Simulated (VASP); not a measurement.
# SnSe in VASP: notebook

One slab, SnSe, is run at these levels: PBEsol, RPBE, revPBE, PW91, vdW-DF-cx; tasks: relaxation of the atoms.

Everything below comes from runs of VASP 6.6.1. Logs are shortened: lines on timing, memory, paths and dates and some standing lists are left out, and cuts for length are marked.

### 1 The structure

The cell holds a slab with vacuum, 8 atoms: a = 4.257 Å, b = 4.257 Å, c = 24.030 Å, α = 90.00°, β = 90.00°, γ = 90.00°.

### 2 Relaxation of the atoms, PBEsol

Contents of INCAR:

```
SYSTEM = SnSe
ALGO = Fast ; DIPOL = 0.5 0.5 0.500
EDIFF = 1E-6 ; EDIFFG = -0.005
ENCUT = 520 ; GGA = PS
IBRION = 2 ; IDIPOL = 3
ISIF = 2 ; ISMEAR = -1
LASPH = .True. ; LCHARG = .False.
LDIPOL = .True. ; LREAL = .False.
LWAVE = .False. ; NELM = 80
NSW = 40 ; PREC = Accurate
SIGMA = 0.05
```

Contents of KPOINTS:

```
k-points
0
Gamma
  5 5 1
  0 0 0
```

Contents of POSCAR:

```
SnSe
1.0
    4.2567828227      0.0000000000      0.0000000000
    0.0000000000      4.2567828227      0.0000000000
    0.0000000000      0.0000000000     24.0300000000
Sn Se
4 4
Selective dynamics
Direct
    0.5000000000      0.5000000000      0.3121098627  F F F
    0.0000000000      0.0000000000      0.4373699542  F F F
    0.5000000000      0.5000000000      0.5626300458  T T T
    0.0000000000      0.0000000000      0.6878901373  T T T
    0.0000000000      0.0000000000      0.3121098627  F F F
    0.5000000000      0.5000000000      0.4373699542  F F F
    0.0000000000      0.0000000000      0.5626300458  T T T
    0.5000000000      0.5000000000      0.6878901373  T T T
```

Potentials or basis: VASP PAW PBE potentials, release 64 (Sn_d, Se).

On the command line:

```console
> cat potpaw_PBE.64/Sn_d/POTCAR potpaw_PBE.64/Se/POTCAR > POTCAR
> mpirun -np 1 vasp_std > vasp.out
```

OUTCAR:

```text
SYSTEM = SnSe
   EDIFF = 1E-6
   EDIFFG = -0.005
   ENCUT = 520
   GGA = PS
   IBRION = 2
   ISIF = 2
   ISMEAR = -1
   LASPH = .True.
   LREAL = .False.
   NELM = 80
   NSW = 40
   PREC = Accurate

 ion  position               nearest neighbor table
   1  0.500  0.500  0.312-   6 3.01   5 3.01   5 3.01   5 3.01   5 3.01
   2  0.000  0.000  0.437-   5 3.01   6 3.01   6 3.01   6 3.01   6 3.01   7 3.01
   3  0.500  0.500  0.563-   8 3.01   7 3.01   7 3.01   7 3.01   7 3.01   6 3.01
   4  0.000  0.000  0.688-   7 3.01   8 3.01   8 3.01   8 3.01   8 3.01
   5  0.000  0.000  0.312-   2 3.01   1 3.01   1 3.01   1 3.01   1 3.01
   6  0.500  0.500  0.437-   1 3.01   2 3.01   2 3.01   2 3.01   2 3.01   3 3.01
   7  0.000  0.000  0.563-   4 3.01   3 3.01   3 3.01   3 3.01   3 3.01   2 3.01
   8  0.500  0.500  0.688-   3 3.01   4 3.01   4 3.01   4 3.01   4 3.01

  LATTYP: Found a simple tetragonal cell.
 ALAT       =     4.2567828227
 C/A-ratio  =     5.6451082897

  Lattice vectors:

 A1 = (   4.2567828227,   0.0000000000,   0.0000000000)
 A2 = (   0.0000000000,   4.2567828227,   0.0000000000)
 A3 = (   0.0000000000,   0.0000000000,  24.0300000000)

Analysis of symmetry for initial positions (statically):
=====================================================================
 Subroutine PRICEL returns:
 Original cell was already a primitive cell.

 Routine SETGRP: Setting up the symmetry group for a
 simple tetragonal supercell.

 Subroutine GETGRP returns: Found 16 space group operations
 (whereof  8 operations were pure point group operations)
 out of a pool of 16 trial point group operations.

The static configuration has the point symmetry C_4v.
 The point group associated with its full space group is D_4h.

Analysis of symmetry for dynamics (positions and initial velocities):
=====================================================================
 Subroutine PRICEL returns:
 Original cell was already a primitive cell.

 Routine SETGRP: Setting up the symmetry group for a
 simple tetragonal supercell.

 Subroutine GETGRP returns: Found 16 space group operations
 (whereof  8 operations were pure point group operations)
 out of a pool of 16 trial point group operations.

The dynamic configuration has the point symmetry C_4v.
 The point group associated with its full space group is D_4h.

Analysis of constrained symmetry for selective dynamics:
=====================================================================
 Subroutine PRICEL returns:
 Original cell was already a primitive cell.

 Routine SETGRP: Setting up the symmetry group for a
 simple tetragonal supercell.

 Subroutine GETGRP returns: Found  8 space group operations
 (whereof  8 operations were pure point group operations)
 out of a pool of 16 trial point group operations.

The constrained configuration has the point symmetry C_4v.

 Subroutine INISYM returns: Found  8 space group operations
 (whereof  8 operations are pure point group operations),
 and found     1 'primitive' translations

----------------------------------------------------------------------------------------

                                     Primitive cell

  volume of cell :     435.4284

  direct lattice vectors                    reciprocal lattice vectors
     4.256782823  0.000000000  0.000000000     0.234919196  0.000000000  0.000000000
     0.000000000  4.256782823  0.000000000     0.000000000  0.234919196  0.000000000
     0.000000000  0.000000000 24.030000000     0.000000000  0.000000000  0.041614648

  length of vectors
     4.256782823  4.256782823 24.030000000     0.234919196  0.234919196  0.041614648

  position of ions in fractional coordinates (direct lattice)
     0.500000000  0.500000000  0.312109863
     0.000000000  0.000000000  0.437369954
     0.500000000  0.500000000  0.562630046
     0.000000000  0.000000000  0.687890137
     0.000000000  0.000000000  0.312109863
     0.500000000  0.500000000  0.437369954
     0.000000000  0.000000000  0.562630046
[... 38 lines left out ...]

 Following reciprocal coordinates:
            Coordinates               Weight
  0.000000  0.000000  0.000000      1.000000
  0.200000  0.000000  0.000000      4.000000
  0.400000  0.000000  0.000000      4.000000
  0.200000  0.200000  0.000000      4.000000
  0.400000  0.200000  0.000000      8.000000
  0.400000  0.400000  0.000000      4.000000
   k-points           NKPTS =      6   k-points in BZ     NKDIM =      6   number of bands    NBANDS=     48
   number of dos      NEDOS =    301   number of ions     NIONS =      8
   total plane-waves  NPLWV = 184320
   dimension x,y,z NGX =    32 NGY =   32 NGZ =  180
   dimension x,y,z NGXF=    64 NGYF=   64 NGZF=  360
   ions per type =               4   4
   NGX,Y,Z   is equivalent  to a cutoff of  12.50, 12.50, 12.45 a.u.
   NGXF,Y,Z  is equivalent  to a cutoff of  24.99, 24.99, 24.91 a.u.
 SYSTEM =  SnSe
   PREC   = accura    normal or accurate (medium, high low for compatibility)
   ISTART =      0    job   : 0-new  1-cont  2-samecut
   ICHARG =      2    charge: 1-file 2-atom 10-const
   ISPIN  =      1    spin polarized calculation?
   LNONCOLLINEAR =      F non collinear calculations
   LSORBIT =      F    spin-orbit coupling
   LASPH  =      T    aspherical Exc in radial PAW
   ENCUT  =  520.0 eV  38.22 Ry    6.18 a.u.   7.91  7.91 44.68*2*pi/ulx,y,z
   NELM   =     80;   NELMIN=  2; NELMDL= -5     # of ELM steps
   EDIFF  = 0.1E-05   stopping-criterion for ELM
   LREAL  =      F    real-space projection
   EDIFFG = -.5E-02   stopping-criterion for IOM
   NSW    =     40    number of steps for IOM
   IBRION =      2    ionic relax: 0-MD 1-quasi-New 2-CG
   NFREE  =      1    steps in history (QN), initial steepest desc. (CG)
   ISIF   =      2    stress and relaxation
   ISYM   =      2    0-nonsym 1-usesym 2-fastsym
   POTIM  = 0.5000    time-step for ionic-motion
   TEBEG  =    0.0;   TEEND  =   0.0 temperature during run
   PSTRESS=    0.0 pullay stress
   NELECT =      80.0000    total number of electrons
   NUPDOWN=      -1.0000    fix difference up-down
   EMIN   =  10.00;   EMAX   =-10.00  energy-range for DOS
   EFERMI =   0.00;   METHOD = LEGACY
   ISMEAR =    -1;   SIGMA  =   0.05  broadening in eV -4-tet -1-fermi 0-gaus
   EFERMI_NEDOS =   21; number of points for ismear=-14 and -15
   IALGO  =     68    algorithm
   IMIX   =      4    mixing-type and parameters
     AMIX     =   0.40;   BMIX     =  1.00
     AMIX_MAG =   1.60;   BMIX_MAG =  1.00
  volume/ion in A,a.u.               =      54.43       367.30
  Fermi-wavevector in a.u.,A,eV,Ry     =   0.930678  1.758726 11.784832  0.866161
  Thomas-Fermi vector in A             =   2.057091
   LORBIT       =      0    0 simple, 1 ext, 2 COOP (PROOUT), +10 PAW based schemes
   GGA     = PS    functional components
   LHFCALC =     F    Hartree Fock is set to
   AEXX    =    0.0000 exact exchange contribution
   IVDW    =     0    specifies the selected vdW correction
   LEPSILON=     F    determine dielectric tensor
   LRPA    =     F    only Hartree local field effects (RPA)
 conjugate gradient relaxation of ions
 non-spin polarized calculation
 RMM-DIIS sequential band-by-band and
  energy-cutoff  :      520.00
  volume of cell :      435.43
 maximum number of plane-waves:     11755
 NGX is ok and might be reduce to    32
   NGX = 15   NGY = 15   NGZ = 89

--------------------------------------- Ionic step        1  -------------------------------------------

 number of electron      80.0000002 magnetization

 Free energy of the ion-electron system (eV)
  ---------------------------------------------------
  ext. energy  EPLUGINS =         0.00000000
  ---------------------------------------------------
  free energy    TOTEN  =       -35.15305525 eV

  energy without entropy =      -35.15268471  energy(sigma->0) =      -35.15286998

------------------------ aborting loop because EDIFF is reached ----------------------------------------

  FORCE on cell =-STRESS in cart. coord.  units (eV):
  Direction    XX          YY          ZZ          XY          YZ          ZX
  --------------------------------------------------------------------------------------
  -------------------------------------------------------------------------------------
  Total       -3.7660784     -3.7660784     -4.7897608      0.0000000      0.0000000      0.0000000
  in kB      -13.8574457    -13.8574457    -17.6241287      0.0000000      0.0000000      0.0000000
  external PRESSURE =     -15.1130067 kB  Pullay stress =       0.0000000 kB
[... 107 lines left out ...]
  FREE ENERGIE OF THE ION-ELECTRON SYSTEM (eV)
  ---------------------------------------------------
  free  energy   TOTEN  =       -35.2515031542 eV

  energy  without entropy=      -35.2510579536  energy(sigma->0) =      -35.25128055

 dipolmoment           0.000000      0.000000      0.000306 electrons x Angstroem

 vacuum level on the upper side and lower side of the slab       (xc-potential included)        -0.036         0.015

[... ionic steps 4 to 21 ...]

--------------------------------------- Ionic step       22  -------------------------------------------

 number of electron      80.0000007 magnetization

------------------------ aborting loop because EDIFF is reached ----------------------------------------
[... 79 lines left out ...]
--------------------------------------- Ionic step       24  -------------------------------------------

 number of electron      80.0000006 magnetization

 dipolmoment           0.000000      0.000000     -0.004821 electrons x Angstroem

 Free energy of the ion-electron system (eV)
  ---------------------------------------------------
  ext. energy  EPLUGINS =         0.00000000
  ---------------------------------------------------
  free energy    TOTEN  =       -35.26377068 eV

  energy without entropy =      -35.26309660  energy(sigma->0) =      -35.26343364

 E-fermi :   0.8371     XC(G=0):  -5.3648

 val. band max:        0.5441035609   @ k =   0.4000   0.0000   0.0000
 cond. band min:       1.1274453786   @ k =   0.4000   0.0000   0.0000
 fundamental gap:      0.5833418177
 Fermi energy:         0.8370925378

 k-point     1 :       0.0000    0.0000    0.0000
  band No.  band energies     occupation
      1     -20.9833      2.00000
      2     -20.9497      2.00000
      3     -20.9474      2.00000
      4     -20.9474      2.00000
      5     -20.9413      2.00000
      6     -20.9315      2.00000
[... 295 lines left out ...]
     47       4.8029      0.00000
     48       4.9722      0.00000

------------------------ aborting loop because EDIFF is reached ----------------------------------------

 vacuum level on the upper side and lower side of the slab       (xc-potential included)        -0.097        -0.057

  FORCE on cell =-STRESS in cart. coord.  units (eV):
  Direction    XX          YY          ZZ          XY          YZ          ZX
  --------------------------------------------------------------------------------------
  -------------------------------------------------------------------------------------
  Total       -2.9058535     -2.9058535     -2.9365973      0.0000000      0.0000000      0.0000000
  in kB      -10.6922116    -10.6922116    -10.8053344      0.0000000      0.0000000      0.0000000
  external PRESSURE =     -10.7299192 kB  Pullay stress =       0.0000000 kB
[... 23 lines left out ...]
  FREE ENERGIE OF THE ION-ELECTRON SYSTEM (eV)
  ---------------------------------------------------
  free  energy   TOTEN  =       -35.2637706830 eV

  energy  without entropy=      -35.2630965976  energy(sigma->0) =      -35.26343364

 reached required accuracy - stopping structural energy minimisation

 vacuum level on the upper side and lower side of the slab         4.741         4.780
```

It took 24 min on 1 thread of Intel Xeon Platinum 8488C (Sapphire Rapids), shared host; peak memory 0.54 GiB.

Results:

```yaml
Free_energy: -35.2638 eV
Energy_gained_by_relaxing: 13.8 meV/atom
Ionic_steps: 24
Band_gap_on_the_k_mesh: 0.58 eV, direct
```

Step by step:
| step | energy change (eV) | largest force (eV/Å) | pressure (GPa) |
| --- | --- | --- | --- |
| 1 | 0.0000 | 0.5158 | -1.51 |
| 2 | -0.0314 | 0.5293 | -1.46 |
| 3 | -0.0984 | 0.5654 | -1.18 |
| 4 | 0.0125 | 1.1298 | -0.45 |
| 5 | -0.1083 | 0.5784 | -1.15 |
| 6 | -0.1098 | 0.5850 | -1.09 |
| 7 | -0.1097 | 0.5838 | -1.11 |
| 8 | -0.1104 | 0.5878 | -1.10 |
| 9 | -0.1104 | 0.5882 | -1.10 |
| 10 | -0.1104 | 0.5870 | -1.10 |
| 11 | -0.1105 | 0.5874 | -1.09 |
| 12 | -0.1105 | 0.5876 | -1.09 |
| 13 | -0.1105 | 0.5877 | -1.09 |
| 14 | -0.1105 | 0.5880 | -1.09 |
| 15 | -0.1106 | 0.5869 | -1.08 |
| 16 | -0.1106 | 0.5868 | -1.08 |
| 17 | -0.1106 | 0.5846 | -1.07 |
| 18 | -0.1107 | 0.5863 | -1.08 |
| 19 | -0.1107 | 0.5847 | -1.08 |
| 20 | -0.1107 | 0.5841 | -1.08 |
| 21 | -0.1107 | 0.5837 | -1.07 |
| 22 | -0.1107 | 0.5831 | -1.07 |
| 23 | -0.1107 | 0.5846 | -1.07 |
| 24 | -0.1107 | 0.5847 | -1.07 |

Final structure:
```cif
data_structure
_symmetry_space_group_name_H-M 'P 1'
_symmetry_Int_Tables_number 1
_cell_length_a 4.2568
_cell_length_b 4.2568
_cell_length_c 24.0300
_cell_angle_alpha 90.000
_cell_angle_beta 90.000
_cell_angle_gamma 90.000
_cell_volume 435.43
loop_
_atom_site_label
_atom_site_type_symbol
_atom_site_fract_x
_atom_site_fract_y
_atom_site_fract_z
_atom_site_occupancy
Sn1 Sn 0.50000 0.50000 0.31211 1
Sn2 Sn 0.00000 0.00000 0.43737 1
Sn3 Sn 0.50000 0.50000 0.56746 1
Sn4 Sn 0.00000 0.00000 0.68157 1
Se1 Se 0.00000 0.00000 0.31211 1
Se2 Se 0.50000 0.50000 0.43737 1
Se3 Se 0.00000 0.00000 0.56610 1
Se4 Se 0.50000 0.50000 0.68413 1
```

Caveat: the PAW data sets were made with another functional, which shifts forces and pressure a little; spin-orbit coupling is left out, which moves the levels of the heavy elements; without dispersion, layers of such crystals drift apart on relaxing, which shifts levels and gaps; volumes and pressures include the vacuum.

(Part 1 of 2 ends here.)
